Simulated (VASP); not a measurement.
# P (P2/m) in VASP: notebook

The runs below take P through single point, with PBE.

All numbers are computed with VASP 6.6.1; they aren't measurements. Logs are shortened: lines on timing, memory, paths and dates and some standing lists are left out, and cuts for length are marked.

## Step 1: The crystal as given

Symmetry: P2/m, No. 10, monoclinic system. Conventional cell: a = 2.425 Å, b = 2.439 Å, c = 4.852 Å, α = 90.00°, β = 90.24°, γ = 90.00°. P (site symmetry m) is surrounded by 6 P at 2.42 to 2.44 Å.

This isn't the form of P at room conditions, which is orthorhombic.

## Step 2: Single point, PBE

The input, INCAR:

```
PREC = Accurate
ENCUT = 460
EDIFF = 1E-6
ISMEAR = 0
SIGMA = 0.1
LREAL = False
LASPH = True
NELM = 100
ALGO = Normal
ISIF = 2
LWAVE = False
LCHARG = False
GGA = PE
ADDGRID = False
```

The input, KPOINTS:

```
regular mesh
0
Gamma
  10 10 5
```

The input, POSCAR:

```
P
1.0
    2.4246941115      0.0000000000      0.0000000000
    0.0000000000      2.4385351442      0.0000000000
   -0.0203144631      0.0000000000      4.8524328982
P
2
Direct
   -0.0009640000     -0.0137570000      0.7520410000
    1.0088450000      0.0001830000      0.2407300000
```

Potentials or basis: VASP PAW PBE potentials, release 64 (P).

On the command line:

```bash
$ cat potpaw_PBE.64/P/POTCAR > POTCAR
$ mpirun -np 1 vasp_std > vasp.out
```

OUTCAR:

```text
PREC = Accurate
   ENCUT = 460
   EDIFF = 1E-6
   ISMEAR = 0
   LREAL = False
   LASPH = True
   NELM = 100
   ISIF = 2
   GGA = PE

 Found    252 irreducible k-points:

 Following reciprocal coordinates:
            Coordinates               Weight
  0.000000  0.000000  0.000000      1.000000
  0.100000  0.000000 -0.000000      2.000000
  0.200000  0.000000 -0.000000      2.000000
  0.300000  0.000000 -0.000000      2.000000
  0.400000  0.000000  0.000000      2.000000
  0.500000  0.000000 -0.000000      1.000000
   k-points           NKPTS =    252   k-points in BZ     NKDIM =    252   number of bands    NBANDS=      9
   number of dos      NEDOS =    301   number of ions     NIONS =      2
   total plane-waves  NPLWV =  11664
   dimension x,y,z NGX =    18 NGY =   18 NGZ =   36
   dimension x,y,z NGXF=    36 NGYF=   36 NGZF=   72
   ions per type =               2
   NGX,Y,Z   is equivalent  to a cutoff of  12.34, 12.27, 12.33 a.u.
   NGXF,Y,Z  is equivalent  to a cutoff of  24.68, 24.54, 24.67 a.u.
 SYSTEM =  unknown system
   PREC   = accura    normal or accurate (medium, high low for compatibility)
   ISTART =      0    job   : 0-new  1-cont  2-samecut
   ICHARG =      2    charge: 1-file 2-atom 10-const
   ISPIN  =      1    spin polarized calculation?
   LNONCOLLINEAR =      F non collinear calculations
   LSORBIT =      F    spin-orbit coupling
   LASPH  =      T    aspherical Exc in radial PAW
   ENCUT  =  460.0 eV  33.81 Ry    5.81 a.u.   4.24  4.26  8.49*2*pi/ulx,y,z
   NELM   =    100;   NELMIN=  2; NELMDL= -5     # of ELM steps
   EDIFF  = 0.1E-05   stopping-criterion for ELM
   LREAL  =      F    real-space projection
   EDIFFG = 0.1E-04   stopping-criterion for IOM
   NSW    =      0    number of steps for IOM
   IBRION =     -1    ionic relax: 0-MD 1-quasi-New 2-CG
   NFREE  =      0    steps in history (QN), initial steepest desc. (CG)
   ISIF   =      2    stress and relaxation
   ISYM   =      2    0-nonsym 1-usesym 2-fastsym
   POTIM  = 0.5000    time-step for ionic-motion
   TEBEG  =    0.0;   TEEND  =   0.0 temperature during run
   PSTRESS=    0.0 pullay stress
   NELECT =      10.0000    total number of electrons
   NUPDOWN=      -1.0000    fix difference up-down
   EMIN   =  10.00;   EMAX   =-10.00  energy-range for DOS
   EFERMI =   0.00;   METHOD = LEGACY
   ISMEAR =     0;   SIGMA  =   0.10  broadening in eV -4-tet -1-fermi 0-gaus
   EFERMI_NEDOS =   21; number of points for ismear=-14 and -15
   IALGO  =     38    algorithm
   IMIX   =      4    mixing-type and parameters
     AMIX     =   0.40;   BMIX     =  1.00
     AMIX_MAG =   1.60;   BMIX_MAG =  1.00
  volume/ion in A,a.u.               =      14.35        96.81
  Fermi-wavevector in a.u.,A,eV,Ry     =   1.152107  2.177167 18.059715  1.327352
  Thomas-Fermi vector in A             =   2.288761
   LORBIT       =      0    0 simple, 1 ext, 2 COOP (PROOUT), +10 PAW based schemes
   GGA     = PE    functional components
   LHFCALC =     F    Hartree Fock is set to
   AEXX    =    0.0000 exact exchange contribution
   IVDW    =     0    specifies the selected vdW correction
   LEPSILON=     F    determine dielectric tensor
   LRPA    =     F    only Hartree local field effects (RPA)
 non-spin polarized calculation
 Gauss-broadening in eV      SIGMA  =   0.10
  energy-cutoff  :      460.00
  volume of cell :       28.69
 maximum number of plane-waves:       655
 NGX is ok and might be reduce to    18
   NGX =  9   NGY =  9   NGZ = 17

 number of electron      10.0000000 magnetization

 Free energy of the ion-electron system (eV)
  ---------------------------------------------------
  ext. energy  EPLUGINS =         0.00000000
  ---------------------------------------------------
  free energy    TOTEN  =       -10.57805752 eV

  energy without entropy =      -10.57470666  energy(sigma->0) =      -10.57638209

 E-fermi :   9.9877     XC(G=0): -11.3401

 val. band max:        9.9800547232   @ k =   0.1000   0.2000   0.4000
 cond. band min:       9.9959221088   @ k =  -0.1000   0.2000   0.4000
 fundamental gap:      0.0158673856
 Fermi energy:         9.9877104451

 k-point     1 :       0.0000    0.0000    0.0000
  band No.  band energies     occupation
      1      -6.8094      2.00000
      2      -2.3633      2.00000
      3       1.0686      2.00000
      4      14.7962      0.00000
      5      15.0219      0.00000
      6      15.0480      0.00000
      7      16.5884      0.00000
      8      16.6600      0.00000
      9      17.7524      0.00000

 k-point     2 :       0.1000    0.0000   -0.0000
  band No.  band energies     occupation
      1      -6.5774      2.00000
      2      -2.1301      2.00000
      3       1.2785      2.00000
      4      12.0004      0.00000
      5      14.9775      0.00000
      6      15.1814      0.00000
      7      15.2986      0.00000
      8      16.7847      0.00000
      9      17.8995      0.00000

 k-point     3 :       0.2000    0.0000   -0.0000
  band No.  band energies     occupation
      1      -5.8885      2.00000
      2      -1.4352      2.00000
      3       1.8940      2.00000
      4       8.4345      2.00000
      5      11.9842      0.00000
      6      15.5144      0.00000
      7      15.7479      0.00000
      8      17.2921      0.00000
      9      17.6609      0.00000

 k-point     4 :       0.3000    0.0000   -0.0000
  band No.  band energies     occupation
      1      -4.7731      2.00000
      2      -0.2971      2.00000
      3       2.8532      2.00000
      4       5.1887      2.00000
      5       8.8990      2.00000
      6      14.3449      0.00000
      7      16.3359      0.00000
      8      16.5760      0.00000
      9      18.0905      0.00000

 k-point     5 :       0.4000    0.0000    0.0000
  band No.  band energies     occupation
      1      -3.3503      2.00000
      2       1.2199      2.00000
      3       2.4626      2.00000
      4       3.9574      2.00000
      5       6.1840      2.00000
      6      11.8375      0.00000
      7      17.2457      0.00000
      8      17.4830      0.00000
      9      18.8719      0.00000

 k-point     6 :       0.5000    0.0000   -0.0000
  band No.  band energies     occupation
      1      -2.3742      2.00000
      2       1.0503      2.00000
      3       2.4702      2.00000
      4       4.5042      2.00000
      5       4.5764      2.00000
      6      10.7734      0.00000
      7      17.7112      0.00000
      8      17.9483      0.00000
      9      19.2294      0.00000

 [... further k-points ...]

------------------------ aborting loop because EDIFF is reached ----------------------------------------

  FORCE on cell =-STRESS in cart. coord.  units (eV):
  Direction    XX          YY          ZZ          XY          YZ          ZX
  --------------------------------------------------------------------------------------
  -------------------------------------------------------------------------------------
  Total        0.3759104      0.1550807      0.5131543      0.0015653     -0.0036308      0.0517706
  in kB       20.9917880      8.6600998     28.6558352      0.0874107     -0.2027539      2.8910008
  external PRESSURE =      19.4359077 kB  Pullay stress =       0.0000000 kB

 VOLUME and BASIS-vectors are now :
 -----------------------------------------------------------------------------
  energy-cutoff  :      460.00
  volume of cell :       28.69
      direct lattice vectors                 reciprocal lattice vectors
     2.424694112  0.000000000  0.000000000     0.412423157  0.000000000  0.001726589
     0.000000000  2.438535144  0.000000000     0.000000000  0.410082259  0.000000000
    -0.020314463  0.000000000  4.852432898     0.000000000  0.000000000  0.206082190

 POSITION                                       TOTAL-FORCE (eV/Angst)
 -----------------------------------------------------------------------------------
      2.40708      2.40499      3.64923         0.040276      0.054790     -0.071425
      0.01656      0.00045      1.16813        -0.040276     -0.054790      0.071425
 -----------------------------------------------------------------------------------
    total drift:                               -0.000001      0.000000     -0.000001

  FREE ENERGIE OF THE ION-ELECTRON SYSTEM (eV)
  ---------------------------------------------------
  free  energy   TOTEN  =       -10.5780575202 eV

  energy  without entropy=      -10.5747066567  energy(sigma->0) =      -10.57638209
```

Wall time 31 s (1 thread of Intel Xeon Platinum 8259CL at 2.50GHz (Skylake/Cascade Lake), shared host); peak memory 0.16 GiB.

These settings aren't checked as converged: the numbers below hold their error.

Results:

```yaml
Free_energy: -10.5781 eV
Pressure: 1.9 GPa
Largest_force: 0.099 eV/Å
Band_gap_on_the_k_mesh: none (metal or under the smearing width)
```

## Step 3: Single point, PBE

INCAR, as its differences from that of step 2:

```diff
@@ -1,3 +1,3 @@
 PREC = Accurate
-ENCUT = 460
+ENCUT = 340
 EDIFF = 1E-6
```

The input, KPOINTS:

```
regular mesh
0
Gamma
  12 12 6
```

The input, POSCAR:

```
P
1.0
    2.4246941115      0.0000000000      0.0000000000
    0.0000000000      2.4385351442      0.0000000000
   -0.0203144631      0.0000000000      4.8524328982
P
2
Direct
    0.0000000300      0.0000000000      0.7494253600
    0.9999999700      0.0000000000      0.2505746400
```

Potentials or basis: VASP PAW PBE potentials, release 64 (P).

On the command line:

```bash
$ cat potpaw_PBE.64/P/POTCAR > POTCAR
$ mpirun -np 1 vasp_std > vasp.out
```

OUTCAR:

```text
PREC = Accurate
   ENCUT = 340
   EDIFF = 1E-6
   ISMEAR = 0
   LREAL = False
   LASPH = True
   NELM = 100
   ISIF = 2
   GGA = PE

 Found    266 irreducible k-points:

 Following reciprocal coordinates:
            Coordinates               Weight
  0.000000  0.000000  0.000000      1.000000
  0.083333  0.000000 -0.000000      2.000000
  0.166667  0.000000 -0.000000      2.000000
  0.250000  0.000000 -0.000000      2.000000
  0.333333  0.000000 -0.000000      2.000000
  0.416667  0.000000 -0.000000      2.000000
   k-points           NKPTS =    266   k-points in BZ     NKDIM =    266   number of bands    NBANDS=      9
   number of dos      NEDOS =    301   number of ions     NIONS =      2
   total plane-waves  NPLWV =   7680
   dimension x,y,z NGX =    16 NGY =   16 NGZ =   30
   dimension x,y,z NGXF=    32 NGYF=   32 NGZF=   60
   ions per type =               2
   NGX,Y,Z   is equivalent  to a cutoff of  10.97, 10.91, 10.28 a.u.
   NGXF,Y,Z  is equivalent  to a cutoff of  21.94, 21.82, 20.56 a.u.
 SYSTEM =  unknown system
   PREC   = accura    normal or accurate (medium, high low for compatibility)
   ISTART =      0    job   : 0-new  1-cont  2-samecut
   ICHARG =      2    charge: 1-file 2-atom 10-const
   ISPIN  =      1    spin polarized calculation?
   LNONCOLLINEAR =      F non collinear calculations
   LSORBIT =      F    spin-orbit coupling
   LASPH  =      T    aspherical Exc in radial PAW
   ENCUT  =  340.0 eV  24.99 Ry    5.00 a.u.   3.65  3.67  7.30*2*pi/ulx,y,z
   NELM   =    100;   NELMIN=  2; NELMDL= -5     # of ELM steps
   EDIFF  = 0.1E-05   stopping-criterion for ELM
   LREAL  =      F    real-space projection
   EDIFFG = 0.1E-04   stopping-criterion for IOM
   NSW    =      0    number of steps for IOM
   IBRION =     -1    ionic relax: 0-MD 1-quasi-New 2-CG
   NFREE  =      0    steps in history (QN), initial steepest desc. (CG)
   ISIF   =      2    stress and relaxation
   ISYM   =      2    0-nonsym 1-usesym 2-fastsym
   POTIM  = 0.5000    time-step for ionic-motion
   TEBEG  =    0.0;   TEEND  =   0.0 temperature during run
   PSTRESS=    0.0 pullay stress
   NELECT =      10.0000    total number of electrons
   NUPDOWN=      -1.0000    fix difference up-down
   EMIN   =  10.00;   EMAX   =-10.00  energy-range for DOS
   EFERMI =   0.00;   METHOD = LEGACY
   ISMEAR =     0;   SIGMA  =   0.10  broadening in eV -4-tet -1-fermi 0-gaus
   EFERMI_NEDOS =   21; number of points for ismear=-14 and -15
   IALGO  =     38    algorithm
   IMIX   =      4    mixing-type and parameters
     AMIX     =   0.40;   BMIX     =  1.00
     AMIX_MAG =   1.60;   BMIX_MAG =  1.00
  volume/ion in A,a.u.               =      14.35        96.81
  Fermi-wavevector in a.u.,A,eV,Ry     =   1.152107  2.177167 18.059715  1.327352
  Thomas-Fermi vector in A             =   2.288761
   LORBIT       =      0    0 simple, 1 ext, 2 COOP (PROOUT), +10 PAW based schemes
   GGA     = PE    functional components
   LHFCALC =     F    Hartree Fock is set to
   AEXX    =    0.0000 exact exchange contribution
   IVDW    =     0    specifies the selected vdW correction
   LEPSILON=     F    determine dielectric tensor
   LRPA    =     F    only Hartree local field effects (RPA)
 non-spin polarized calculation
 Gauss-broadening in eV      SIGMA  =   0.10
  energy-cutoff  :      340.00
  volume of cell :       28.69
 maximum number of plane-waves:       422
   NGX =  7   NGY =  7   NGZ = 15

 number of electron      10.0000005 magnetization

 Free energy of the ion-electron system (eV)
  ---------------------------------------------------
  ext. energy  EPLUGINS =         0.00000000
  ---------------------------------------------------
  free energy    TOTEN  =       -10.50596811 eV

  energy without entropy =      -10.50092339  energy(sigma->0) =      -10.50344575

 E-fermi :   9.9479     XC(G=0): -11.3480

 val. band max:        9.9368833142   @ k =  -0.2500   0.0000   0.1667
 cond. band min:       9.9571022833   @ k =   0.0833   0.4167   0.5000
 fundamental gap:      0.0202189691
 Fermi energy:         9.9479339482

 k-point     1 :       0.0000    0.0000    0.0000
  band No.  band energies     occupation
      1      -6.8017      2.00000
      2      -2.3756      2.00000
      3       1.0567      2.00000
      4      14.7991      0.00000
      5      15.0067      0.00000
      6      15.0483      0.00000
      7      16.6080      0.00000
      8      16.6743      0.00000
      9      17.7232      0.00000

 k-point     2 :       0.0833    0.0000   -0.0000
  band No.  band energies     occupation
      1      -6.6404      2.00000
      2      -2.2135      2.00000
      3       1.2028      2.00000
      4      12.6133      0.00000
      5      14.9266      0.00000
      6      15.1413      0.00000
      7      15.7947      0.00000
      8      16.7510      0.00000
      9      17.8239      0.00000

 k-point     3 :       0.1667    0.0000   -0.0000
  band No.  band energies     occupation
      1      -6.1599      2.00000
      2      -1.7297      2.00000
      3       1.6343      2.00000
      4       9.6027      2.00000
      5      13.0549      0.00000
      6      15.3023      0.00000
      7      15.5160      0.00000
      8      17.1248      0.00000
      9      18.1756      0.00000

 k-point     4 :       0.2500    0.0000   -0.0000
  band No.  band energies     occupation
      1      -5.3723      2.00000
      2      -0.9318      2.00000
      3       2.3265      2.00000
      4       6.7649      2.00000
      5      10.3944      0.00000
      6      15.8992      0.00000
      7      15.9125      0.00000
      8      16.1117      0.00000
      9      17.6996      0.00000

 k-point     5 :       0.3333    0.0000   -0.0000
  band No.  band energies     occupation
      1      -4.3120      2.00000
      2       0.1609      2.00000
      3       3.2120      2.00000
      4       4.2119      2.00000
      5       7.9314      2.00000
      6      13.4018      0.00000
      7      16.6491      0.00000
      8      16.8601      0.00000
      9      18.3834      0.00000

 k-point     6 :       0.4167    0.0000   -0.0000
  band No.  band energies     occupation
      1      -3.1018      2.00000
      2       1.4817      2.00000
      3       2.0968      2.00000
      4       4.1023      2.00000
      5       5.7755      2.00000
      6      11.5278      0.00000
      7      17.3770      0.00000
      8      17.5867      0.00000
      9      18.9876      0.00000

 [... further k-points ...]

------------------------ aborting loop because EDIFF is reached ----------------------------------------

  FORCE on cell =-STRESS in cart. coord.  units (eV):
  Direction    XX          YY          ZZ          XY          YZ          ZX
  --------------------------------------------------------------------------------------
  -------------------------------------------------------------------------------------
  Total        0.2341470      0.1647158      0.2357126      0.0000000      0.0000000      0.0518581
  in kB       13.0753612      9.1981468     13.1627872      0.0000000      0.0000000      2.8958863
  external PRESSURE =      11.8120984 kB  Pullay stress =       0.0000000 kB

 VOLUME and BASIS-vectors are now :
 -----------------------------------------------------------------------------
  energy-cutoff  :      340.00
  volume of cell :       28.69
      direct lattice vectors                 reciprocal lattice vectors
     2.424694112  0.000000000  0.000000000     0.412423157  0.000000000  0.001726589
     0.000000000  2.438535144  0.000000000     0.000000000  0.410082259  0.000000000
    -0.020314463  0.000000000  4.852432898     0.000000000  0.000000000  0.206082190

 POSITION                                       TOTAL-FORCE (eV/Angst)
 -----------------------------------------------------------------------------------
     -0.01522      0.00000      3.63654         0.000233      0.000000     -0.004074
      2.41960      0.00000      1.21590        -0.000233      0.000000      0.004074
 -----------------------------------------------------------------------------------
    total drift:                                0.000000      0.000000     -0.000000

  FREE ENERGIE OF THE ION-ELECTRON SYSTEM (eV)
  ---------------------------------------------------
  free  energy   TOTEN  =       -10.5059681102 eV

  energy  without entropy=      -10.5009233883  energy(sigma->0) =      -10.50344575
```

OSZICAR:

```text
N       E                     dE             d eps       ncg     rms          rms(c)
DAV:   1     0.114424972819E+02    0.11442E+02   -0.36026E+03  4820   0.681E+02
DAV:   2    -0.999756119761E+01   -0.21440E+02   -0.20570E+02  7290   0.999E+01
DAV:   3    -0.104988093847E+02   -0.50125E+00   -0.49904E+00  6318   0.163E+01
DAV:   4    -0.105012604294E+02   -0.24510E-02   -0.24482E-02  7136   0.121E+00
DAV:   5    -0.105012697954E+02   -0.93660E-05   -0.93654E-05  6289   0.493E-02    0.670E+00
DAV:   6    -0.105035863733E+02   -0.23166E-02   -0.97552E-04  6300   0.369E-01    0.396E+00
DAV:   7    -0.105057471658E+02   -0.21608E-02   -0.28843E-03  5118   0.618E-01    0.115E-01
DAV:   8    -0.105059445606E+02   -0.19739E-03   -0.13474E-04  6085   0.112E-01    0.269E-02
DAV:   9    -0.105059675813E+02   -0.23021E-04   -0.21687E-05  5406   0.447E-02    0.392E-03
DAV:  10    -0.105059681102E+02   -0.52887E-06   -0.53573E-07  4741   0.654E-03
   1 F= -.10505968E+02 E0= -.10503446E+02  d E =-.504472E-02
```

stdout:

```text
POSCAR found type information on POSCAR P
 POSCAR found :  1 types and       2 ions
 scaLAPACK will be used
 LDA part: xc-table for (Slater+PW92), standard interpolation
 POSCAR, INCAR and KPOINTS ok, starting setup
 FFT: planning ... GRIDC
 FFT: planning ... GRID_SOFT
 FFT: planning ... GRID
 WAVECAR not read
 entering main loop
```

Wall time 17 s (1 thread of Intel Xeon Platinum 8259CL at 2.50GHz (Skylake/Cascade Lake), shared host); peak memory 0.14 GiB.

These settings aren't checked as converged: the numbers below hold their error.

What came out:

```
Free energy            : -10.5060 eV
Pressure               : 1.2 GPa
Largest force          : 0.004 eV/Å
Band gap on the k mesh : none (metal or under the smearing width)
```
